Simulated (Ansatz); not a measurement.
# CaF2 (fluorite type): how the settings move a single-point run

Question: which choices in the input matter for CaF2 (fluorite type)?

Method: reference: DFT, PBE, all-electron LAPW, scalar-relativistic, in Ansatz 0.2.0.

### 1 The starting structure

The structure is cubic, space group Fm-3m (No. 225). The conventional cell has a = 4.939 Å, b = 4.939 Å, c = 4.939 Å, α = 90.00°, β = 90.00°, γ = 90.00°. Around Ca (site symmetry m-3m) lie 8 F at 2.14 Å. F (site symmetry -43m) has 4 Ca at 2.14 Å as nearest neighbours.

Structure file:

```
CELL_PARAMETERS angstrom
0.00000 2.46967 2.46967
2.46967 0.00000 2.46967
2.46967 2.46967 0.00000
ATOMIC_POSITIONS crystal
Ca 0.00000 0.00000 0.00000
F 0.25000 0.25000 0.25000
F 0.75000 0.75000 0.75000
```

### 2 Baseline

input.yaml

```yaml
crystal:
  lattice:
    - [0.0, 2.4696729891, 2.4696729891]
    - [2.4696729891, 0.0, 2.4696729891]
    - [2.4696729891, 2.4696729891, 0.0]
  atoms:
    - { symbol: Ca, position: [0.0, 0.0, 0.0] }
    - { symbol: F, position: [0.25, 0.25, 0.25] }
    - { symbol: F, position: [0.75, 0.75, 0.75] }
kpoints:
  mp_grid: { grid: [10, 10, 10] }
scf:
  occupations: { method: fermi_dirac, width: 0.1 }
hamiltonian:
  xc: pbe
  pseudopotentials: { kind: all_electron, lapw: { basis_error: 0.001 } }
output:
  forces: true
  stress: true
  eigenvalues: true
  populations: true
```

On the command line:

```sh
ansatz run input.yaml --threads 1 --pin off --max-ram 3072MiB --backend cpu --events-out ev --progress --plain --runs-dir out
```

### 3 Changing settings: mp_grid.grid [3, 3, 3]

Changes to input.yaml since step 2:

```diff
@@ -10,3 +10,3 @@
 kpoints:
-  mp_grid: { grid: [10, 10, 10] }
+  mp_grid: { grid: [3, 3, 3] }
 scf:
```

Before running it: what results should come out? Wanted: for each run, ending; energy change; pressure; gap; force.

The runs gave:

| run | ending | energy change | pressure (GPa) | gap (eV) | force (eV/Å) | cycles | time |
| --- | --- | --- | --- | --- | --- | --- | --- |
| reference | converged | 0 | 53.2 | 8.92 | 0.00 | 7 | 10 s |
| 1: mp_grid.grid [3, 3, 3] | converged | +0.6 meV/atom | 53.2 | 9.53 | 0.00 | 7 | 1.8 s |

Residual by cycle in the longest SCF loop of each run; runs are numbered as in the table. The quantity is the density residual dr2, in eV.

```csv
cycle,reference,run 1
1,1.2,1.2
2,0.0773,0.0775
3,0.0516,0.0516
4,0.00143,0.00143
5,3.0e-5,3.1e-5
6,9.9e-7,9.9e-7
7,6.7e-8,6.5e-8
```

What this shows: Changing the k-point mesh moves the energy by +0.6 meV/atom, and the gap on the mesh goes from 8.92 to 9.53 eV. The energy is not variational in the mesh, so the sign tells nothing. A gap read on a mesh depends on which points the mesh holds, and a coarse mesh shifts the density too. Cost: 1.8 s against 10 s. The structure is not at rest: the sound run finds 53 GPa, so these are no properties of the relaxed crystal. 

These are semilocal Kohn-Sham gaps, which aren't the measured quantity. Such gaps usually fall short of the measured ones.
